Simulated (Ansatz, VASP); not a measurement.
# AlGaN2: VASP beside Ansatz

```xyz
4
Lattice="3.2711 0.0000 0.0000 0.0000 3.2711 0.0000 0.0000 0.0000 4.3843" Properties=species:S:1:pos:R:3 pbc="T T T"
Al    1.6355    1.6355    2.1922
Ga    0.0000    0.0000    0.0000
N     1.6355    0.0000    3.2446
N     0.0000    1.6355    1.1397
```

Change from the starting cell: strain +0.050 along x and y, +0.000 along z, atoms carried along.

Alike in both runs: task single point; functional LDA; k mesh 8 × 8 × 6; occupations gaussian, width 0.05 eV; no spin polarisation.

|  | VASP | Ansatz |
| --- | --- | --- |
| version | VASP 6.6.1 | Ansatz 0.2.0 |
| potentials or method | VASP PAW LDA potentials, release 64 (Al, Ga_d, N) | scalar-relativistic, plane waves, PAW |
| plane-wave cutoff (eV) | 520 | 420 |
| valence electrons in the cell | 26 | 26 |

Ansatz gave:

```
gap on the k mesh at the Fermi level (eV)       : 2.37
least direct gap on the mesh (eV)               : 2.37
pressure (GPa)                                  : -16.7
largest component of the traceless stress (GPa) : 4.17
rms of the force components (eV/Å)              : 0.024
```

**Question.** What did VASP give for the same quantities?

**Answer.** gap on the k mesh at the Fermi level (eV): 2.38; least direct gap on the mesh (eV): 2.38; pressure (GPa): -16.1; largest component of the traceless stress (GPa): 4.16; rms of the force components (eV/Å): 0.034.

Atom by atom the forces differ by 0.010 eV/Å (rms over components).

Caveats: so large a pressure means that the cell lies far from this level's equilibrium, or that cutoff or potentials fall short (VASP).
